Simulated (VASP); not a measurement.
Here is a VASP 6.6.1 calculation.

File POSCAR:

```
MgB2H8
1.0
    5.6491090000      0.0000000000      0.0000000000
    0.0000000000      5.6491090000      0.0000000000
    0.0000000000      0.0000000000      6.0408180000
Mg B H
2 4 16
Direct
    0.5000000000      0.5000000000      0.4997020000
    0.0000000000      0.0000000000      0.9997020000
    0.2394010000      0.7605990000      0.7440970000
    0.7605990000      0.2394010000      0.7440970000
    0.7394010000      0.7394010000      0.2440970000
    0.2605990000      0.2605990000      0.2440970000
    0.0402590000      0.6995990000      0.8030060000
    0.9597410000      0.3004010000      0.8030060000
    0.5402590000      0.8004010000      0.3030060000
    0.4597410000      0.1995990000      0.3030060000
    0.3004010000      0.9597410000      0.8030060000
    0.6995990000      0.0402590000      0.8030060000
    0.8004010000      0.5402590000      0.3030060000
    0.1995990000      0.4597410000      0.3030060000
    0.3796360000      0.6203640000      0.8234500000
    0.6203640000      0.3796360000      0.8234500000
    0.8796360000      0.8796360000      0.3234500000
    0.1203640000      0.1203640000      0.3234500000
    0.2334890000      0.7665110000      0.5438910000
    0.7665110000      0.2334890000      0.5438910000
    0.7334890000      0.7334890000      0.0438910000
    0.2665110000      0.2665110000      0.0438910000
```

The input INCAR.step1:

```
ALGO = Normal
EDIFF = 1E-4
ENCUT = 520
GGA = PE
ISMEAR = -1
LASPH = True
LCHARG = False
LREAL = Auto
LWAVE = True
NBANDS = 33
NELM = 100
PREC = Accurate
SIGMA = 0.02
```

The input INCAR.step2:

```
ALGO = Normal
EDIFF = 1E-8
ENCUT = 520
ISIF = 2
ISMEAR = -1
ISTART = 1
LASPH = True
LCHARG = False
LEFG = True
LMIXTAU = True
LREAL = Auto
LWAVE = False
METAGGA = R2SCAN
NBANDS = 33
NELM = 100
PREC = Accurate
SIGMA = 0.02
```

File KPOINTS:

```
k-points
0
Gamma
  5 5 5
```

Potentials or basis: VASP PAW PBE potentials, release 64 (Mg, B, H).

Run with:

```console
$ cat potpaw_PBE.64/Mg/POTCAR potpaw_PBE.64/B/POTCAR potpaw_PBE.64/H/POTCAR > POTCAR
$ cp INCAR.step1 INCAR
$ mpirun -np 1 vasp_std > vasp.out
$ cp INCAR.step2 INCAR
$ mpirun -np 1 vasp_std > vasp.out
```

Predict the largest force.

0.197 eV/Å.

What does it give for the pressure?

-1.6 GPa.

What does it give for the band gap on the k mesh?

6.03 eV, indirect (least direct gap 6.09 eV).

Electric field gradients, principal values (V/Å²):
```
atom     Vxx      Vyy     Vzz
1 Mg  -1.838   -2.658   4.496
2 Mg  -1.838   -2.658   4.496
 3 B   0.125    3.662  -3.787
 4 B   0.125    3.662  -3.787
 5 B   0.125    3.662  -3.787
 6 B   0.125    3.662  -3.787
 7 H  -6.603  -10.182  16.784
 8 H  -6.603  -10.182  16.784
 9 H  -6.603  -10.182  16.784
10 H  -6.603  -10.182  16.784
11 H  -6.603  -10.182  16.784
12 H  -6.603  -10.182  16.784
13 H  -6.603  -10.182  16.784
14 H  -6.603  -10.182  16.784
15 H  -7.562  -10.143  17.705
16 H  -7.562  -10.143  17.705
17 H  -7.562  -10.143  17.705
18 H  -7.562  -10.143  17.705
19 H  -7.794  -10.881  18.675
20 H  -7.794  -10.881  18.675
21 H  -7.794  -10.881  18.675
22 H  -7.794  -10.881  18.675
```

Caveat: the PAW data sets were made with another functional, which shifts forces and pressure a little; an odd mesh through Γ misses points on the zone boundary, where band edges often lie.
